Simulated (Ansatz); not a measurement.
## In, bcc: geometry optimisation

All numbers below come from DFT, RPBE, plane waves (420 eV) with PAW, scalar-relativistic (Ansatz). (PAW data from PBE, frozen cores regenerated.)

k-point mesh 12×12×12, Fermi-Dirac smearing 0.1 eV, no spin polarisation. Cell and atoms relax.

Starting structure:

```
CELL_PARAMETERS angstrom
-1.86968 1.86968 1.86968
1.86968 -1.86968 1.86968
1.86968 1.86968 -1.86968
ATOMIC_POSITIONS crystal
In 0.00000 0.00000 0.00000
```

The pressure at the start is 4.2 GPa. By how much does the volume change?

From 26.14 to 29.19 Å³ per atom, 11.6 %. The final cell has a = 3.879 Å.

How much energy does the relaxation gain?

35.4 meV per atom.
